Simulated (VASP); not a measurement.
# CdO (Monteponite) (Fm-3m) in VASP: settings compared

One crystal, CdO (Monteponite), is run at these levels: BLYP+D3, BLYP+D3(BJ), BLYP+D4, LDA; tasks: relaxation of cell and atoms, single point.

Everything below comes from runs of VASP 6.6.1. Logs are shortened: lines on timing, memory, paths and dates and some standing lists are left out, and cuts for length are marked.

## 1. The crystal as given

Symmetry: Fm-3m, No. 225, cubic system. The conventional cell has a = 4.699 Å, b = 4.699 Å, c = 4.699 Å, α = 90.00°, β = 90.00°, γ = 90.00°. Cd (site symmetry m-3m) has 6 O at 2.35 Å as nearest neighbours. O (site symmetry m-3m) has 6 Cd at 2.35 Å as nearest neighbours.

## 2. Relaxation of cell and atoms, BLYP+D3

The input, INCAR:

```
SYSTEM = CdO
PREC     = Accurate       ! precision mode
ENCUT    = 600            ! plane-wave cutoff, eV
EDIFF    = 1E-6           ! SCF threshold, eV
ISMEAR   = -1             ! smearing method
SIGMA    = 0.05           ! smearing width, eV
LREAL    = .False.        ! projectors in reciprocal space
LASPH    = .True.         ! aspherical terms in the spheres
NELM     = 80             ! most SCF steps
ALGO     = Normal         ! electronic algorithm
ISIF     = 3              ! what is computed and relaxed
LWAVE    = .False.        ! write WAVECAR
LCHARG   = .False.        ! write CHGCAR
GGA      = B5             ! functional
ALDAX    = 1.0          
AGGAX    = 1.0          
AGGAC    = 1.0          
ALDAC    = 0.0          
IVDW     = 11             ! dispersion correction
VDW_S6   = 1.0          
VDW_S8   = 1.682        
VDW_SR   = 1.094        
VDW_SR8  = 1.0          
IBRION   = 2              ! ionic algorithm
NSW      = 40             ! ionic steps
EDIFFG   = -0.01          ! ionic threshold
```

The input, KPOINTS:

```
Automatic mesh
0
Gamma
  10 10 10
  0 0 0
```

The input, POSCAR:

```
CdO
1.0
    0.0000000000      2.3495000000      2.3495000000
    2.3495000000      0.0000000000      2.3495000000
    2.3495000000      2.3495000000      0.0000000000
Cd O
1 1
Direct
    0.0000000000      0.0000000000      0.0000000000
    0.5000000000      0.5000000000      0.5000000000
```

Potentials or basis: VASP PAW PBE potentials, release 64 (Cd, O).

Command:

```sh
$ cat potpaw_PBE.64/Cd/POTCAR potpaw_PBE.64/O/POTCAR > POTCAR
$ mpirun -np 1 vasp_std > vasp.out
```

OUTCAR:

```text
SYSTEM = CdO
   PREC = Accurate
   ENCUT = 600
   EDIFF = 1E-6
   ISMEAR = -1
   LREAL = .False.
   LASPH = .True.
   NELM = 80
   ISIF = 3
   GGA = B5
   IVDW = 11
   IBRION = 2
   NSW = 40
   EDIFFG = -0.01
 IVDW          = 11

 ion  position               nearest neighbor table
   1  0.000  0.000  0.000-   2 2.35   2 2.35   2 2.35   2 2.35   2 2.35   2 2.35
   2  0.500  0.500  0.500-   1 2.35   1 2.35   1 2.35   1 2.35   1 2.35   1 2.35

  LATTYP: Found a face centered cubic cell.
 ALAT       =     4.6990000000

  Lattice vectors:

 A1 = (   0.0000000000,   2.3495000000,   2.3495000000)
 A2 = (   2.3495000000,   0.0000000000,   2.3495000000)
 A3 = (   2.3495000000,   2.3495000000,   0.0000000000)

Analysis of symmetry for initial positions (statically):
=====================================================================
 Subroutine PRICEL returns:
 Original cell was already a primitive cell.

 Routine SETGRP: Setting up the symmetry group for a
 face centered cubic supercell.

 Subroutine GETGRP returns: Found 48 space group operations
 (whereof 48 operations were pure point group operations)
 out of a pool of 48 trial point group operations.

The static configuration has the point symmetry O_h .

Analysis of symmetry for dynamics (positions and initial velocities):
=====================================================================
 Subroutine PRICEL returns:
 Original cell was already a primitive cell.

 Routine SETGRP: Setting up the symmetry group for a
 face centered cubic supercell.

 Subroutine GETGRP returns: Found 48 space group operations
 (whereof 48 operations were pure point group operations)
 out of a pool of 48 trial point group operations.

The dynamic configuration has the point symmetry O_h .

 Subroutine INISYM returns: Found 48 space group operations
 (whereof 48 operations are pure point group operations),
 and found     1 'primitive' translations

----------------------------------------------------------------------------------------

                                     Primitive cell

  volume of cell :      25.9392

  direct lattice vectors                    reciprocal lattice vectors
     0.000000000  2.349500000  2.349500000    -0.212811236  0.212811236  0.212811236
     2.349500000  0.000000000  2.349500000     0.212811236 -0.212811236  0.212811236
     2.349500000  2.349500000  0.000000000     0.212811236  0.212811236 -0.212811236

  length of vectors
     3.322694765  3.322694765  3.322694765     0.368599874  0.368599874  0.368599874

  position of ions in fractional coordinates (direct lattice)
     0.000000000  0.000000000  0.000000000
     0.500000000  0.500000000  0.500000000

  ion indices of the primitive-cell ions
   primitive index   ion index
                 1           1
                 2           2

----------------------------------------------------------------------------------------

 KPOINTS: Automatic mesh

Automatic generation of k-mesh.
 Grid dimensions read from file:
 generate k-points for:   10   10   10

 Generating k-lattice:

  Cartesian coordinates                     Fractional coordinates (reciprocal lattice)
    -0.021281124  0.021281124  0.021281124     0.100000000  0.000000000  0.000000000
     0.021281124 -0.021281124  0.021281124     0.000000000  0.100000000  0.000000000
     0.021281124  0.021281124 -0.021281124     0.000000000  0.000000000  0.100000000

  Length of vectors
     0.036859987  0.036859987  0.036859987

  Shift w.r.t. Gamma in fractional coordinates (k-lattice)
     0.000000000  0.000000000  0.000000000

 Subroutine IBZKPT returns following result:
 ===========================================

 Found     47 irreducible k-points:

 Following reciprocal coordinates:
            Coordinates               Weight
  0.000000  0.000000  0.000000      1.000000
  0.100000  0.000000  0.000000      8.000000
  0.200000  0.000000  0.000000      8.000000
  0.300000  0.000000  0.000000      8.000000
  0.400000  0.000000  0.000000      8.000000
  0.500000  0.000000  0.000000      4.000000
[... 38 lines left out ...]
  Thomas-Fermi vector in A             =   2.567107
   LORBIT       =      0    0 simple, 1 ext, 2 COOP (PROOUT), +10 PAW based schemes
   GGA     = B5    functional components
   LHFCALC =     F    Hartree Fock is set to
   AEXX    =    0.0000 exact exchange contribution
   IVDW    =    11    specifies the selected vdW correction
   LEPSILON=     F    determine dielectric tensor
   LRPA    =     F    only Hartree local field effects (RPA)
 conjugate gradient relaxation of ions
 non-spin polarized calculation
  energy-cutoff  :      600.00
  volume of cell :       25.94
 maximum number of plane-waves:       893
   NGX = 13   NGY = 13   NGZ = 13

--------------------------------------- Ionic step        1  -------------------------------------------

 number of electron      18.0000002 magnetization

 Free energy of the ion-electron system (eV)
  ---------------------------------------------------
  ext. energy  EPLUGINS =         0.00000000
  ---------------------------------------------------
  free energy    TOTEN  =        -6.86738570 eV

  energy without entropy =       -6.86684768  energy(sigma->0) =       -6.86711669

------------------------ aborting loop because EDIFF is reached ----------------------------------------

 Edisp (eV)   -0.82977

 E8    (eV) :    -0.5527

  FORCE on cell =-STRESS in cart. coord.  units (eV):
  Direction    XX          YY          ZZ          XY          YZ          ZX
  --------------------------------------------------------------------------------------
  -------------------------------------------------------------------------------------
  Total       1.60547     1.60547     1.60547     0.00000     0.00000    -0.00000
  in kB      99.16440    99.16440    99.16440     0.00000     0.00000    -0.00000
  external pressure =       99.16 kB  Pullay stress =        0.00 kB
[... 61 lines left out ...]
  energy  without entropy=       -7.7454982452  energy(sigma->0) =       -7.74578478

--------------------------------------- Ionic step        3  -------------------------------------------

 number of electron      17.9999997 magnetization

 Free energy of the ion-electron system (eV)
  ---------------------------------------------------
  ext. energy  EPLUGINS =         0.00000000
  ---------------------------------------------------
  free energy    TOTEN  =        -6.96145216 eV

  energy without entropy =       -6.96089221  energy(sigma->0) =       -6.96117219

 E-fermi :   1.8812     XC(G=0): -10.7440

 val. band max:        1.7050031268   @ k =   0.5000   0.0000   0.0000
 cond. band min:       2.2948388466   @ k =   0.1000   0.0000   0.0000
 fundamental gap:      0.5898357198
 Fermi energy:         1.8811556477

 k-point     1 :       0.0000    0.0000    0.0000
  band No.  band energies     occupation
      1     -15.0210      2.00000
      2      -4.9402      2.00000
      3      -4.9402      2.00000
      4      -4.9402      2.00000
      5      -4.6822      2.00000
      6      -4.6822      2.00000
      7       0.6542      2.00000
      8       0.6542      2.00000
      9       0.6542      2.00000
     10       1.2644      1.99999
     11      17.1453      0.00000
     12      18.4576      0.00000
     13      18.4576      0.00000
[... 353 lines left out ...]
 k-point    24 :       0.4000    0.3000    0.0000
  band No.  band energies     occupation
      1     -14.5254      2.00000
      2      -5.2118      2.00000
      3      -4.9003      2.00000
      4      -4.6791      2.00000
      5      -4.5480      2.00000
      6      -4.4542      2.00000
      7      -1.4398      2.00000
      8       0.1289      2.00000
      9       0.2060      2.00000
     10       5.7947      0.00000
     11      10.2487      0.00000
     12      12.5858      0.00000
     13      14.4092      0.00000

 [... further k-points ...]

------------------------ aborting loop because EDIFF is reached ----------------------------------------

 Edisp (eV)   -0.79601

 E8    (eV) :    -0.5456

  FORCE on cell =-STRESS in cart. coord.  units (eV):
  Direction    XX          YY          ZZ          XY          YZ          ZX
  --------------------------------------------------------------------------------------
  -------------------------------------------------------------------------------------
  Total       0.00016     0.00016     0.00016    -0.00000    -0.00000    -0.00000
  in kB       0.00927     0.00927     0.00927    -0.00000    -0.00000    -0.00000
  external pressure =        0.01 kB  Pullay stress =        0.00 kB
[... 17 lines left out ...]
  FREE ENERGIE OF THE ION-ELECTRON SYSTEM (eV)
  ---------------------------------------------------
  free  energy   TOTEN  =        -7.7574639515 eV

  energy  without entropy=       -7.7569040042  energy(sigma->0) =       -7.75718398

 reached required accuracy - stopping structural energy minimisation
```

It took 45 s on 1 thread of Intel Xeon 6975P-C (Granite Rapids), shared host; peak memory 0.18 GiB.

Results:

- Free energy: -7.7575 eV
- Relaxed volume: 14.02 Å³/atom
- Relaxed cell: a = 3.410 Å, b = 3.410 Å, c = 3.410 Å, α = 60.00°, β = 60.00°, γ = 60.00°
- Space group after relaxing (to 0.05 Å): Fm-3m (No. 225)
- Energy gained by relaxing: 30.2 meV/atom
- Ionic steps: 3
- Pressure after relaxing: 0.0 GPa
- Band gap on the k mesh: none (metal or under the smearing width)
- Dispersion energy per atom: -0.398 eV

The path:
```tsv
step	energy change (eV)	largest force (eV/Å)	pressure (GPa)	volume (Å³)
1	0.0000	0.0000	9.92	25.94
2	-0.0489	0.0000	-3.46	29.07
3	-0.0603	0.0000	0.00	28.04
```

Final structure:
```cif
data_structure
_symmetry_space_group_name_H-M 'P 1'
_symmetry_Int_Tables_number 1
_cell_length_a 3.4101
_cell_length_b 3.4101
_cell_length_c 3.4101
_cell_angle_alpha 60.000
_cell_angle_beta 60.000
_cell_angle_gamma 60.000
_cell_volume 28.04
loop_
_atom_site_label
_atom_site_type_symbol
_atom_site_fract_x
_atom_site_fract_y
_atom_site_fract_z
_atom_site_occupancy
Cd1 Cd 0.00000 0.00000 0.00000 1
O1 O 0.50000 0.50000 0.50000 1
```

Caveat: the PAW data sets were made with another functional, which shifts forces and pressure a little; pairwise dispersion overbinds metals, which lowers pressure and volume; this crystal is a semiconductor, whose small gap the functional closes, so the metal is an error of the method. Zero-point motion and thermal expansion aren't in these numbers.

## 3. Relaxation of cell and atoms, BLYP+D3(BJ)

The input, INCAR:

```
SYSTEM = CdO
AGGAC = 1.0
AGGAX = 1.0
ALDAC = 0.0
ALDAX = 1.0
ALGO = Normal
EDIFF = 1E-6
EDIFFG = -0.005
ENCUT = 600
GGA = B5
IBRION = 2
ISIF = 3
ISMEAR = -1
IVDW = 12
LASPH = .TRUE.
LCHARG = .FALSE.
LREAL = .FALSE.
LWAVE = .FALSE.
NELM = 100
NSW = 40
PREC = Accurate
SIGMA = 0.05
VDW_A1 = 0.4298
VDW_A2 = 4.2359
VDW_S6 = 1.0
VDW_S8 = 2.6996
```

The input, KPOINTS:

```
k-points
0
G
  10 10 10
  0 0 0
```

POSCAR is that of step 2.

Potentials or basis: VASP PAW PBE potentials, release 64 (Cd, O).

Command:

```sh
$ cat potpaw_PBE.64/Cd/POTCAR potpaw_PBE.64/O/POTCAR > POTCAR
$ mpirun -np 1 vasp_std > vasp.out
```

Wall time 44 s (1 thread of Intel Xeon 6975P-C (Granite Rapids), shared host); peak memory 0.19 GiB.

It converged, with:

```
Free energy                            : -8.1809 eV
Relaxed volume                         : 13.48 Å³/atom
Relaxed cell                           : a = 3.366 Å, b = 3.366 Å, c = 3.366 Å, α = 60.00°, β = 60.00°, γ = 60.00°
Space group after relaxing (to 0.05 Å) : Fm-3m (No. 225)
Energy gained by relaxing              : 8.5 meV/atom
Ionic steps                            : 3
Pressure after relaxing                : 0.0 GPa
Band gap on the k mesh                 : none (metal or under the smearing width)
Dispersion energy per atom             : -0.625 eV
```

Step by step:
```csv
step,energy change (eV),largest force (eV/Å),pressure (GPa),volume (Å³)
1,0.0000,0.0000,5.56,25.94
2,-0.0097,0.0000,-3.23,27.67
3,-0.0170,0.0000,-0.02,26.96
```

Final structure:
```
CELL_PARAMETERS angstrom
0.00000 2.37987 2.37987
2.37987 0.00000 2.37987
2.37987 2.37987 0.00000
ATOMIC_POSITIONS crystal
Cd 0.00000 0.00000 0.00000
O 0.50000 0.50000 0.50000
```

Levels at points of the mesh, in eV from the Fermi level:
```tsv
k point	band 7	band 8	band 9	band 10	band 11	band 12
(0.00, 0.00, 0.00)	-1.35	-1.35	-1.35	-0.53	15.35	16.86
(0.50, 0.00, 0.00)	-3.88	-0.17	-0.17	4.52	6.85	11.63
(0.50, 0.50, 0.00)	-4.13	-2.26	-2.26	3.49	8.40	11.35
```

Caveat: the PAW data sets were made with another functional, which shifts forces and pressure a little; pairwise dispersion overbinds metals, which lowers pressure and volume; this crystal is a semiconductor, whose small gap the functional closes, so the metal is an error of the method. Zero-point motion and thermal expansion aren't in these numbers.

## 4. Relaxation of cell and atoms, BLYP+D4

The input, INCAR:

```
SYSTEM = CdO
  PREC = Accurate
  ENCUT = 600
  EDIFF = 1E-7
  ISMEAR = -1
  SIGMA = 0.05
  LREAL = .False.
  LASPH = .True.
  NELM = 100
  ALGO = Normal
  ISIF = 3
  LWAVE = .False.
  LCHARG = .False.
  GGA = B5
  ALDAX = 1.0
  AGGAX = 1.0
  AGGAC = 1.0
  ALDAC = 0.0
  IVDW = 13
  VDW_S6 = 1.0
  VDW_S8 = 2.34076671
  VDW_A1 = 0.44488865
  VDW_A2 = 4.0933009
  IBRION = 2
  NSW = 40
  EDIFFG = -0.01
```

The input, KPOINTS:

```
regular mesh
0
Gamma
  10 10 10
  0 0 0
```

POSCAR is that of step 3.

Command:

```sh
$ cat potpaw_PBE.64/Cd/POTCAR potpaw_PBE.64/O/POTCAR > POTCAR
$ mpirun -np 1 vasp_std > vasp.out
```

It took 47 s on 1 thread of Intel Xeon 6975P-C (Granite Rapids), shared host; peak memory 0.17 GiB.

Results (log left out):

| Item | Value |
| --- | --- |
| Free energy | -8.0860 eV |
| Relaxed volume | 13.55 Å³/atom |
| Relaxed cell | a = 3.372 Å, b = 3.372 Å, c = 3.372 Å, α = 60.00°, β = 60.00°, γ = 60.00° |
| Space group after relaxing (to 0.05 Å) | Fm-3m (No. 225) |
| Energy gained by relaxing | 11.1 meV/atom |
| Ionic steps | 3 |
| Pressure after relaxing | 0.0 GPa |
| Band gap on the k mesh | none (metal or under the smearing width) |
| Dispersion energy per atom | -0.574 eV |

The path:
```
step  energy change (eV)  largest force (eV/Å)  pressure (GPa)  volume (Å³)
   1              0.0000                0.0000            6.35        25.94
   2             -0.0129                0.0000           -3.59        27.92
   3             -0.0222                0.0000           -0.03        27.11
```

Final structure:
```cif
data_structure
_symmetry_space_group_name_H-M 'P 1'
_symmetry_Int_Tables_number 1
_cell_length_a 3.3719
_cell_length_b 3.3719
_cell_length_c 3.3719
_cell_angle_alpha 60.000
_cell_angle_beta 60.000
_cell_angle_gamma 60.000
_cell_volume 27.11
loop_
_atom_site_label
_atom_site_type_symbol
_atom_site_fract_x
_atom_site_fract_y
_atom_site_fract_z
_atom_site_occupancy
Cd1 Cd 0.00000 0.00000 0.00000 1
O1 O 0.50000 0.50000 0.50000 1
```

Levels at points of the mesh, in eV from the Fermi level:
| k point | band 7 | band 8 | band 9 | band 10 | band 11 | band 12 |
| --- | --- | --- | --- | --- | --- | --- |
| (0.00, 0.00, 0.00) | -1.33 | -1.33 | -1.33 | -0.54 | 15.33 | 16.82 |
| (0.50, 0.00, 0.00) | -3.87 | -0.17 | -0.17 | 4.51 | 6.81 | 11.60 |
| (0.50, 0.50, 0.00) | -4.09 | -2.24 | -2.24 | 3.47 | 8.37 | 11.33 |

Caveat: the PAW data sets were made with another functional, which shifts forces and pressure a little; pairwise dispersion overbinds metals, which lowers pressure and volume; this crystal is a semiconductor, whose small gap the functional closes, so the metal is an error of the method.

## 5. Single point, LDA, spin-orbit coupling, no magnetisation

The input, INCAR:

```
PREC = Accurate
ENCUT = 750
EDIFF = 1E-8
ISMEAR = 0
SIGMA = 0.02
LREAL = F
LASPH = T
NELM = 100
ALGO = Normal
ISIF = 2
LWAVE = F
LCHARG = F
MAGMOM = 0 0 0 0 0 0
LORBIT = 11
LSORBIT = T
GGA_COMPAT = F
NBANDS = 34
```

The input, KPOINTS:

```
Automatic mesh
0
Gamma
  10 10 10
```

POSCAR is that of step 4.

Potentials or basis: VASP PAW LDA potentials, release 64 (Cd, O).

Command:

```sh
$ cat potpaw_LDA.64/Cd/POTCAR potpaw_LDA.64/O/POTCAR > POTCAR
$ mpirun -np 1 vasp_ncl > vasp.out
```

Run time: 3.2 min. Hardware: 1 thread of Intel Xeon Platinum 8559C (Emerald Rapids), shared host; peak memory 0.29 GiB.

The run converged. Its results:

* Free energy: -9.3628 eV
* Pressure: -4.5 GPa
* Valence electrons inside the program's atomic spheres: Cd 10.25; O 4.89

## 6. Single point, LDA, spin-orbit coupling, no magnetisation

Changes to INCAR since step 5:

```diff
@@ -1,4 +1,4 @@
 PREC = Accurate
-ENCUT = 750
-EDIFF = 1E-8
+ENCUT = 650
+EDIFF = 1E-7
 ISMEAR = 0
```

The input, KPOINTS:

```
Automatic mesh
0
Gamma
  8 8 8
```

POSCAR is that of step 5.

Potentials or basis: VASP PAW LDA potentials, release 64 (Cd, O).

Command:

```sh
$ cat potpaw_LDA.64/Cd/POTCAR potpaw_LDA.64/O/POTCAR > POTCAR
$ mpirun -np 1 vasp_ncl > vasp.out
```

Wall time 88 s (1 thread of Intel Xeon Platinum 8559C (Emerald Rapids), shared host); peak memory 0.23 GiB.

The run converged, but some of its settings lie outside the range that counts as converged, so its numbers aren't taken as properties of the crystal.

What came out:

- Free energy: -9.3613 eV
- Pressure: -4.6 GPa
- Valence electrons inside the program's atomic spheres: Cd 10.25; O 4.89

## 7. The reference run

An earlier run on the cell as given: functional PBE; potentials or basis VASP PAW PBE potentials, release 64 (Cd, O); cutoff 520 eV; k mesh 10 × 10 × 10; occupations fermi-dirac, width 0.05 eV; no spin polarisation.

* Pressure: 7.6 GPa
* Band gap on the k mesh: none (metal or under the smearing width)

## 8. Summary

| task | level | potentials or basis | spin | cell | cutoff (eV) | smearing | gap on the mesh (eV) | pressure (GPa) | relaxed volume (Å³/atom) |
| --- | --- | --- | --- | --- | --- | --- | --- | --- | --- |
| relaxation of cell and atoms | BLYP+D3 | VASP PAW PBE potentials, release 64 (Cd, O) | off | relaxed | 600 | fermi-dirac 0.05 eV | none | 0.0 | 14.02 |
| relaxation of cell and atoms | BLYP+D3(BJ) | VASP PAW PBE potentials, release 64 (Cd, O) | off | relaxed | 600 | fermi-dirac 0.05 eV | none | 0.0 | 13.48 |
| relaxation of cell and atoms | BLYP+D4 | VASP PAW PBE potentials, release 64 (Cd, O) | off | relaxed | 600 | fermi-dirac 0.05 eV | none | 0.0 | 13.55 |
| single point | LDA | VASP PAW LDA potentials, release 64 (Cd, O) | SOC, no magnetisation | as given | 750 | gaussian 0.02 eV | - | -4.5 | - |
| single point | PBE | VASP PAW PBE potentials, release 64 (Cd, O) | off | as given | 520 | fermi-dirac 0.05 eV | none | 7.6 | - |

Alike in all rows: k mesh 10 × 10 × 10.

Caveats: this crystal is a semiconductor, whose small gap the functional closes, so the metal is an error of the method (some runs); the PAW data sets were made with another functional, which shifts forces and pressure a little (some runs); pairwise dispersion overbinds metals, which lowers pressure and volume (some runs).

Total energies depend on the potentials used, so only differences within one code and one set of settings carry meaning.
